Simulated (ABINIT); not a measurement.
The system is ZrSe2.

```
CELL_PARAMETERS angstrom
3.79800 0.00000 0.00000
-1.89900 3.28916 0.00000
0.00000 0.00000 6.19200
ATOMIC_POSITIONS crystal
Zr 0.00000 0.00000 0.00000
Se 0.66667 0.33333 0.75000
Se 0.33333 0.66667 0.25000
```

Base run:

| Property | Result |
| --- | --- |
| Program | ABINIT 10.8.3 (patched build) |
| Functional | PBEsol |
| Potentials or basis | JTH PAW PBE v2.0 |
| Cutoff | 463 eV |
| k mesh | 8 × 8 × 5 |
| Occupations | fermi-dirac, width 0.05 eV |
| Spin | no spin polarisation |

Its results: band gap on the k mesh 0.36 eV, indirect (least direct gap 1.02 eV); pressure -1.2 GPa; largest force 0.087 eV/Å.

Q: After a change of settings the same cell gave: band gap on the k mesh 0.42 eV, indirect (least direct gap 1.06 eV); pressure 1.8 GPa; largest force 0.263 eV/Å. Which change was it?
A. k mesh from 8 × 8 × 5 to 5 × 5 × 3
B. functional from PBEsol to PW91
C. functional from PBEsol to BLYP
D. functional from PBEsol to SOGGA

A: B.

PW91 binds less tightly than PBEsol, so the same cell stands under more pressure.

Caveats: the PAW data sets were made with another functional, which shifts forces and pressure a little; this functional lacks dispersion, which binds the layers, so the pressure and a relaxed spacing across them are unreliable.

Runs at the PBE level aren't shown here.
